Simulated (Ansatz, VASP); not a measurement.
Given: the input of a run of Ansatz 0.2.0 on Pb (Lead). 

Contents of input.yaml:

```yaml
crystal:
  lattice:
    - [0.0, 2.47502, 2.47502]
    - [2.47502, 0.0, 2.47502]
    - [2.47502, 2.47502, 0.0]
  atoms:
    - { symbol: Pb, position: [0.0, 0.0, 0.0] }
hamiltonian:
  xc: pbe
  pseudopotentials: { kind: paw }
kpoints:
  mp_grid: { grid: [9, 9, 9] }
scf:
  occupations: { method: fermi_dirac, width: 0.05 }
output:
  forces: true
  stress: true
  write_density: true
  write_potential: true
  elf: true
  volumetric_format: npy
relax:
  f_tol: 0.01
  max_steps: 40
  cell: { stress_tol: 0.05 }
```

Potentials or basis: Ansatz PAW.

Command:

```sh
$ ansatz run input.yaml --threads 2 --pin off --max-ram 5120MiB --backend cpu --events-out ev --progress --plain --runs-dir out
```

Task: Set up the same calculation for VASP 6.6.1. Potentials or basis there: PBE PAW files Pb_d, release 54, 600 eV.

Result: As run (cutoffs and basis follow the program's own potentials, and thresholds, step limits or extra output files can differ):

File INCAR:

```
SYSTEM = Pb
PREC = Accurate
ENCUT = 600
EDIFF = 1E-6
ISMEAR = -1
SIGMA = 0.05
LREAL = .FALSE.
LASPH = .TRUE.
NELM = 80
ALGO = Fast
ISIF = 3
LWAVE = .FALSE.
LCHARG = .FALSE.
GGA = PE
IBRION = 2
NSW = 40
EDIFFG = -0.005
```

Contents of KPOINTS:

```
regular mesh
0
G
  9 9 9
  0 0 0
```

File POSCAR:

```
Pb
1.0
    0.0000000000      2.4750200000      2.4750200000
    2.4750200000      0.0000000000      2.4750200000
    2.4750200000      2.4750200000      0.0000000000
Pb
1
Direct
    0.0000000000      0.0000000000      0.0000000000
```

Potentials or basis: VASP PAW PBE potentials, release 54 (Pb_d).

Run with:

```bash
$ cat potpaw_PBE.54/Pb_d/POTCAR > POTCAR
$ mpirun -np 1 vasp_std > vasp.out
```

Both were run:

|  | Ansatz | VASP |
| --- | --- | --- |
| Relaxed volume | 31.88 Å³/atom | 31.84 Å³/atom |
| Relaxed cell | a = 3.559 Å, b = 3.559 Å, c = 3.559 Å, α = 60.00°, β = 60.00°, γ = 60.00° | a = 3.558 Å, b = 3.558 Å, c = 3.558 Å, α = 60.00°, β = 60.00°, γ = 60.00° |
| Space group after relaxing | Fm-3m (No. 225) | Fm-3m (No. 225) |
| Pressure after relaxing | 0.0 GPa | 0.0 GPa |

Ansatz's pressure holds a Pulay term of +0.02 GPa for its cutoff of 420 eV, which the other run lacks.

Where Ansatz's input types no cutoff or centring, it takes its own default and a Γ-centred mesh.

Pressure is positive in compression.
